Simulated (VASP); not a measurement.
**AlN: relaxation of shape and atoms at fixed volume with PBE**

The system is AlN.

```xyz
4
Lattice="3.0318 0.0000 0.0000 -1.5159 2.6256 0.0000 0.0000 0.0000 4.8614" Properties=species:S:1:pos:R:3 pbc="T T T"
Al    0.0000    1.7504    4.8577
Al    1.5159    0.8752    2.4271
N     0.0000    1.7504    1.8509
N     1.5159    0.8752    4.2816
```

The cell isn't the ideal one: a relaxed cell with its volume scaled by 0.91.

```yaml
Program: VASP 6.6.1
Task: relaxation of shape and atoms at fixed volume
Functional: PBE
Potentials_or_basis: VASP PAW PBE potentials, release 64 (Al, N)
Cutoff: 520 eV
k_mesh: 12 × 12 × 6
Occupations: gaussian, width 0.02 eV
Spin: no spin polarisation
Further_INCAR_settings: ALGO = Normal; EDIFF = 0.05; IBRION = 2; EDIFFG = -0.002; NSW = 80; ISIF = 4
```

The energy gained by relaxing is -0.6 meV/atom and the ionic steps are 55. The pressure after relaxing is 21.9 GPa and the band gap on the k mesh is 4.85 eV, direct.

Step by step:
| step | energy change (eV) | largest force (eV/Å) | pressure (GPa) | volume (Å³) |
| --- | --- | --- | --- | --- |
| 1 | 0.0000 | 0.0360 | 26.86 | 38.70 |
| 3 | 0.0041 | 0.1218 | 21.83 | 38.70 |
| 5 | 0.0067 | 0.1234 | 21.73 | 38.70 |
| 7 | 0.0061 | 0.0354 | 21.66 | 38.70 |
| 9 | 0.0051 | 0.0241 | 21.69 | 38.70 |
| 11 | 0.0024 | 0.0256 | 21.87 | 38.70 |
| 13 | 0.0056 | 0.1189 | 22.09 | 38.70 |
| 15 | 0.0026 | 0.0034 | 22.02 | 38.70 |
| 17 | 0.0030 | 0.0925 | 21.99 | 38.70 |
| 19 | 0.0029 | 0.0382 | 22.01 | 38.70 |
| 21 | 0.0028 | 0.0244 | 21.99 | 38.70 |
| 23 | 0.0025 | 0.0460 | 21.87 | 38.70 |
| 25 | 0.0027 | 0.0334 | 21.86 | 38.70 |
| 27 | 0.0027 | 0.0379 | 21.87 | 38.70 |
| 29 | 0.0026 | 0.0415 | 21.87 | 38.70 |
| 31 | 0.0026 | 0.0424 | 21.87 | 38.70 |
| 33 | 0.0026 | 0.0426 | 21.87 | 38.70 |
| 35 | 0.0026 | 0.0427 | 21.87 | 38.70 |
| 37 | 0.0026 | 0.0427 | 21.87 | 38.70 |
| 39 | 0.0026 | 0.0427 | 21.87 | 38.70 |
| 41 | 0.0026 | 0.0427 | 21.87 | 38.70 |
| 43 | 0.0025 | 0.0150 | 21.89 | 38.70 |
| 45 | 0.0025 | 0.0041 | 21.89 | 38.70 |
| 47 | 0.0025 | 0.0083 | 21.92 | 38.70 |
| 49 | 0.0025 | 0.0075 | 21.95 | 38.70 |
| 51 | 0.0025 | 0.0057 | 21.92 | 38.70 |
| 53 | 0.0025 | 0.0057 | 21.92 | 38.70 |
| 55 | 0.0025 | 0.0003 | 21.92 | 38.70 |

Final structure:
```yaml
crystal:
  lattice:
    - [3.03967, 0.00000, 0.00000]
    - [-1.51984, 2.63243, 0.00000]
    - [0.00000, 0.00000, 4.83630]
  atoms:
    - { symbol: Al, position: [0.33333, 0.66667, 0.99813] }
    - { symbol: Al, position: [0.66667, 0.33333, 0.49813] }
    - { symbol: N, position: [0.33333, 0.66667, 0.38187] }
    - { symbol: N, position: [0.66667, 0.33333, 0.88187] }
```

Levels at points of the mesh, in eV from the valence-band top:
```csv
k point,band 6,band 7,band 8,band 9,band 10,band 11
"(0.00, 0.00, 0.00)",-0.31,-0.31,0.00,4.85,7.23,11.25
"(0.50, 0.00, 0.00)",-2.29,-1.92,-0.78,5.97,6.00,8.79
"(0.00, 0.00, 0.50)",-0.67,-0.67,-0.67,7.07,7.07,10.94
"(0.50, 0.00, 0.50)",-1.62,-1.46,-1.46,5.54,5.54,9.67
```

It took 2.1 min on 1 thread of Intel(R) Xeon(R) 6975P-C (Granite Rapids) (shared host), peak memory 0.17 GiB.

A k mesh can miss the band edges.
